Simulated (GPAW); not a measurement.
# W in GPAW: the effect of strain hydrostatic

W:

```
W
1.0
    -1.51905    1.51905    1.51905
     1.51905   -1.51905    1.51905
     1.51905    1.51905   -1.51905
W
1
Cartesian
  0.0000 0.0000 0.0000
```

Alike in all runs:

```yaml
Program: GPAW 26.7.0
Task: single point
Functional: PBEsol
Potentials_or_basis: PAW data sets generated in the run's folder for this functional
Cutoff: 600 eV
Basis: pw
k_mesh: 12 × 12 × 12
Occupations: fermi-dirac, width 0.05 eV
Spin: no spin polarisation
Maxiter: 150
```

Problem. One run gave: pressure 44.0 GPa. Which strain hydrostatic did it use?
A. -0.04
B. 0
C. -0.02
D. 0.04
E. 0.02

Solution. A.

| strain hydrostatic | pressure (GPa) |
| --- | --- |
| -0.04 | 44.0 |
| -0.02 | 17.5 |
| -0.01 | 6.5 |
| 0 | -3.3 |
| 0.01 | -11.9 |
| 0.02 | -19.4 |
| 0.04 | -31.7 |

Caveats: the density grid can change from cell to cell, which puts small steps into energies and stress; the cell as given lies far from equilibrium (some runs).
